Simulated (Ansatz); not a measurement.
Crystal: AlN.

```
CELL_PARAMETERS angstrom
0.00000 2.03452 2.03452
2.03452 0.00000 2.03452
2.03452 2.03452 0.00000
ATOMIC_POSITIONS crystal
Al 0.50000 0.50000 0.50000
N 0.00000 0.00000 0.00000
```

Measurements of this composition are mostly on another form, of space group No. 186.

Base run:

- Program: Ansatz 0.2.0
- Functional: PBEsol
- Potentials or basis: Ansatz PAW
- Cutoff: 420 eV (not typed: the program's choice for these potentials)
- k mesh: 11 × 11 × 11
- Occupations: fermi-dirac, width 0.05 eV
- Spin: no spin polarisation

Its results: band gap on the k mesh 4.51 eV, indirect (least direct gap 5.38 eV); pressure -4.5 GPa.

Problem. After a change of settings the same cell gave: band gap on the k mesh 4.66 eV, indirect (least direct gap 5.64 eV); pressure 4.5 GPa. Which change was it?
A. functional from PBEsol to BLYP
B. functional from PBEsol to r2SCAN; cutoff from 420 eV (not typed: the program's choice for these potentials) to 500 eV (not typed: the program's choice for these potentials)
C. functional from PBEsol to LDA
D. functional from PBEsol to PBE

Solution. A.

BLYP binds less tightly than PBEsol, so the same cell stands under more pressure.

Caveats: the k mesh misses the band edges, so the gap on the mesh is wider than the one along the path; the PAW data sets come from PBE, with cores solved anew for the run's functional, which leaves a small shift of forces and pressure.
